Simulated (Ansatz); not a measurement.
# CdS, element substitutions

Start from CdS in the zinc blende structure (space group F-43m, No. 216; a = 5.927 Å).

Each row replaces one element on all its sites; cell and atoms are relaxed.

Calculations: Ansatz (a first-principles code) PBE, no spin-orbit coupling, earlier PAW set.

```csv
change,density,shortest interatomic distance
base,4.61 g/cm³,2.567 Å
Cd → Re,10.09 g/cm³,2.268 Å
S → Pb,___,___
S → Os,9.16 g/cm³,2.611 Å
```

### Question
Complete the table.

### Answer

- S → Pb, density: 6.76 g/cm³
- S → Pb, shortest interatomic distance: 2.943 Å

Whether these cells are dynamically stable was not tested. As relaxed here, ReS, CdPb and CdOs are hypothetical phases, not in the database extracts checked. The final runs are not spin-polarised. An odd electron count without spin: ReS. ReS and CdOs have a high density of states at the Fermi level and may be magnetic at this level.
